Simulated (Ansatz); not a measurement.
**Structure types of Nb compared at 28 GPa**

Structure types of Nb are relaxed in primitive cells with their symmetry kept at 28 GPa, first on PAW files, then by LAPW. The enthalpy is E + pV at zero temperature, without zero-point motion. Only the types listed were tried, and differences under about 5 meV/atom are mesh noise.

Computed with Ansatz 0.2.0; functional PBE, scalar-relativistic. Settings: Fermi–Dirac smearing of 0.08 eV, no spin polarisation. Methods: LAPW: all electrons, basis error target 0.5 meV/atom; PAW: frozen-core files, cutoff 420 eV.

k meshes: fcc 17×17×17, bcc 17×17×17, hcp 16×16×9, simple hexagonal 16×16×15, sc 15×15×15, beta tin 16×16×16.

| start type | ends as | a, b, c (Å) | V (Å³/atom) | H − H(lowest), LAPW (meV/atom) |
| --- | --- | --- | --- | --- |
| fcc | fcc, Fm-3m | 4.033, 4.033, 4.033 | 16.40 | ? |
| bcc | bcc, Im-3m | 3.169, 3.169, 3.169 | 15.91 | 0.0 |
| hcp | hcp, P6_3/mmc | 2.750, 2.750, 4.980 | 16.31 | 375.7 |
| simple hexagonal | simple hexagonal, P6/mmm | 2.730, 2.730, 2.593 | 16.73 | ? |
| sc | sc, Pm-3m | 2.578, 2.578, 2.578 | 17.14 | 1270.1 |
| beta tin | beta tin, I4_1/amd | 4.927, 4.927, 2.727 | 16.55 | 741.2 |

Question: Fill in "H − H(lowest), LAPW (meV/atom)" for the row "fcc".

Answer: 423.9.

Question: Give the missing entry: row "simple hexagonal", column "H − H(lowest), LAPW (meV/atom)".

Answer: 800.9.

Question: Split the lead of bcc over hcp into energy and pV.

Answer: For hcp less bcc: ΔE = +305.2 meV/atom, and p·ΔV = 28 GPa × +0.4033 Å³ × 6.242 meV/(GPa·Å³) = +70.5 meV/atom, together 375.7 meV/atom. bcc wins on both counts.
